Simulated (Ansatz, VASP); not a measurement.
# Br in VASP and in Ansatz

```xyz
3
Lattice="4.5976 0.0000 0.0000 0.0000 4.5976 0.0000 0.0000 0.0000 4.5976" Properties=species:S:1:pos:R:3 pbc="T T T"
Br    2.2988    0.0000    0.0000
Br    0.0000    2.2988    0.0000
Br    0.0000    0.0000    2.2988
```

Alike in both runs: task single point; functional r2SCAN; k mesh 5 × 5 × 5; occupations fermi-dirac, width 0.2 eV; no spin polarisation.

```csv
,VASP,Ansatz
version,VASP 6.6.1,Ansatz 0.2.0
potentials or method,"VASP PAW PBE potentials, release 64 (Br)","plane waves, PAW"
plane-wave cutoff (eV),520,500
valence electrons in the cell,21,21
```

|  | VASP | Ansatz | Ansatz less VASP |
| --- | --- | --- | --- |
| pressure (GPa) | -0.3 | -0.3 | +0.02 |

The functional is the same, so the differences come from potentials, cutoffs and numerics.

Caveats: the PAW data sets were made with another functional, which shifts forces and pressure a little (VASP); an odd number of electrons without spin polarisation forces a metal; a magnetic or distorted state may lie lower.
